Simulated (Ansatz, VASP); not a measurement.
# Pt: VASP beside Ansatz

Contents of INCAR:

```
PREC = Accurate ; ENCUT = 520
EDIFF = 1E-6 ; ISMEAR = 0
SIGMA = 0.1 ; LREAL = F
LASPH = T ; NELM = 100
ALGO = Fast ; ISIF = 2
LWAVE = F ; LCHARG = F
LDIPOL = T ; IDIPOL = 3
DIPOL = 0.5 0.5 0.500 ; GGA = PE
IBRION = 2 ; NSW = 80
EDIFFG = -0.01
```

KPOINTS

```
regular mesh
0
Gamma
  16 16 1
```

POSCAR

```
Pt
1.0
    2.7746870094      0.0000000000      0.0000000000
    1.3873435047      2.4029494377      0.0000000000
    0.0000000000      0.0000000000     24.0620898252
Pt
5
Direct
    0.0000000000      0.0000000000      0.3116936249
    0.3333333333      0.3333333333      0.4058468124
    0.6666666667      0.6666666667      0.5000000000
    0.0000000000      0.0000000000      0.5941531876
    0.3333333333      0.3333333333      0.6883063751
```

Input for Ansatz:

```yaml
crystal:
  lattice:
    - [2.7746870094, 0.0, 0.0]
    - [1.3873435047, 2.4029494377, 0.0]
    - [0.0, 0.0, 24.0620898252]
  atoms:
    - { symbol: Pt, position: [0.0, 0.0, 0.3116936249] }
    - { symbol: Pt, position: [0.3333333333, 0.3333333333, 0.4058468124] }
    - { symbol: Pt, position: [0.6666666667, 0.6666666667, 0.5] }
    - { symbol: Pt, position: [0.0, 0.0, 0.5941531876] }
    - { symbol: Pt, position: [0.3333333333, 0.3333333333, 0.6883063751] }
scf:
  occupations: { method: gaussian, width: 0.1 }
output:
  forces: true
  stress: false
  efg: {}
  write_density: true
  write_potential: true
  elf: true
  volumetric_format: npy
hamiltonian:
  xc: pbe
efield:
  axis: 3
  dipole_correction: true
kpoints:
  mp_grid: { grid: [16, 16, 1] }
relax:
  f_tol: 0.01
```

Alike in both runs: task relaxation of the atoms; functional PBE; k mesh 16 × 16 × 1; occupations gaussian, width 0.1 eV; no spin polarisation.

```csv
,VASP,Ansatz
version,VASP 6.6.1,Ansatz 0.2.0
potentials or method,"VASP PAW PBE potentials, release 64 (Pt)","scalar-relativistic, plane waves, PAW"
plane-wave cutoff (eV),520,420
valence electrons in the cell,50,90
```

```tsv
	VASP	Ansatz	Ansatz less VASP
gap on the k mesh at the Fermi level, each at its own relaxed structure (eV)	none	none	-
energy change over the relaxation (meV/atom)	-11	-10	+0.4
```

A gap of «none» marks a metal or a gap that the smearing closes. The two sets of potentials don't hold the same shells in valence. Ansatz warned: «gradients_without_spin_orbit».

Caveats: the bands computed are all filled at some k points, so no gap is given. Spin-orbit coupling is left out, which matters for the levels of Pt.
